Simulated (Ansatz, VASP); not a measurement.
# Two plane-wave programs on Cd4Se

File INCAR:

```
SYSTEM = Cd4Se
ALGO = Normal
EDIFF = 1E-6
ENCUT = 520
GGA = PE
ISIF = 2
ISMEAR = 0
LASPH = .TRUE.
LCHARG = .TRUE.
LELF = .TRUE.
LREAL = .FALSE.
LVHAR = .TRUE.
LWAVE = .FALSE.
NBANDS = 35
NELM = 100
PREC = Accurate
SIGMA = 0.1
```

Contents of KPOINTS:

```
k-points
0
G
  4 4 4
  0 0 0
```

The input POSCAR:

```
Cd4Se
1.0
   -3.1201491400      3.1201491400      3.1201491400
    3.1201491400     -3.1201491400      3.1201491400
    3.1201491400      3.1201491400     -3.1201491400
Cd Se
4 1
Direct
    0.0000000000      0.0000000000      0.5000000000
    0.0000000000      0.5000000000      0.0000000000
    0.5000000000      0.0000000000      0.0000000000
    0.5000000000      0.5000000000      0.5000000000
    0.0000000000      0.0000000000      0.0000000000
```

Input for Ansatz:

```yaml
crystal:
  lattice:
    - [-3.12014914, 3.12014914, 3.12014914]
    - [3.12014914, -3.12014914, 3.12014914]
    - [3.12014914, 3.12014914, -3.12014914]
  atoms:
    - { symbol: Cd, position: [0.0, 0.0, 0.5] }
    - { symbol: Cd, position: [0.0, 0.5, 0.0] }
    - { symbol: Cd, position: [0.5, 0.0, 0.0] }
    - { symbol: Cd, position: [0.5, 0.5, 0.5] }
    - { symbol: Se, position: [0.0, 0.0, 0.0] }
basis:
  ecutwfc: 420
kpoints:
  mp_grid: { grid: [4, 4, 4] }
hamiltonian:
  xc: pbe
scf:
  occupations: { method: gaussian, width: 0.1 }
  lower_state_search: "off"
output:
  forces: true
  stress: true
  eigenvalues: true
```

Change from the starting cell: species swapped into the MnGa4 type (Im-3m, No. 229).

Alike in both runs: task single point; functional PBE; k mesh 4 × 4 × 4; occupations gaussian, width 0.1 eV; no spin polarisation.

|  | VASP | Ansatz |
| --- | --- | --- |
| version | VASP 6.6.1 | Ansatz 0.2.0 |
| potentials or method | VASP PAW PBE potentials, release 64 (Cd, Se) | scalar-relativistic, plane waves, PAW |
| plane-wave cutoff (eV) | 520 | 420 |
| valence electrons in the cell | 54 | 96 |

VASP gave:

| Item | Value |
| --- | --- |
| gap on the k mesh at the Fermi level (eV) | none |
| pressure (GPa) | 8.1 |

Task: Which values does Ansatz return?

Result: gap on the k mesh at the Fermi level (eV): none; pressure (GPa): 7.7.

A gap of «none» marks a metal or a gap that the smearing closes. The two sets of potentials don't hold the same shells in valence.
